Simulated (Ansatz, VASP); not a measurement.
# One calculation of Tl, two programs

The input INCAR:

```
ALGO = Normal
EDIFF = 1E-7
ENCUT = 520
GGA = PE
ISIF = 2
ISMEAR = -1
LASPH = T
LCHARG = T
LELF = T
LREAL = F
LVHAR = T
LWAVE = F
NBANDS = 12
NELM = 100
PREC = Accurate
SIGMA = 0.05
```

KPOINTS

```
k-points
0
Gamma
  13 13 13
```

File POSCAR:

```
Tl
1.0
   -1.9410000000      1.9410000000      1.9410000000
    1.9410000000     -1.9410000000      1.9410000000
    1.9410000000      1.9410000000     -1.9410000000
Tl
1
Direct
    0.0000000000      0.0000000000      0.0000000000
```

Input for Ansatz:

```yaml
crystal:
  lattice:
    - [-1.941, 1.941, 1.941]
    - [1.941, -1.941, 1.941]
    - [1.941, 1.941, -1.941]
  atoms:
    - { symbol: Tl, position: [0.0, 0.0, 0.0] }
kpoints:
  mp_grid: { grid: [13, 13, 13] }
  band_path:
    path:
      - [0.0, 0.0, 0.0]
      - [0.5, -0.5, 0.5]
      - [0.0, 0.0, 0.5]
      - [0.0, 0.0, 0.0]
      - [0.25, 0.25, 0.25]
      - [0.5, -0.5, 0.5]
      - [0.25, 0.25, 0.25]
      - [0.0, 0.0, 0.5]
    npoints: 8
scf:
  occupations: { method: fermi_dirac, width: 0.05 }
hamiltonian:
  xc: pbe
  pseudopotentials: { kind: all_electron, lapw: { basis_error: 0.00025 } }
output:
  forces: true
  stress: true
  eigenvalues: true
  populations: true
  dos: { projected: true, de: 0.2, e_range: [-14, 8] }
```

This isn't the form of Tl at room conditions, which is hcp.

Alike in both runs: task single point; functional PBE; k mesh 13 × 13 × 13; occupations fermi-dirac, width 0.05 eV; no spin polarisation.

```csv
,VASP,Ansatz
version,VASP 6.6.1,Ansatz 0.2.0
potentials or method,"VASP PAW PBE potentials, release 64 (Tl_d)","all-electron LAPW, scalar-relativistic"
plane-wave cutoff (eV),520,see its input
```

VASP gave:

```
pressure (GPa) : 2.2
```

Q: What did Ansatz give for the same quantities?

A: Pressure (GPa): 2.3.

Ansatz ran all-electron here, so the differences hold the error of VASP's frozen core and of both bases.

Spin-orbit coupling is left out, which matters for the levels of Tl.
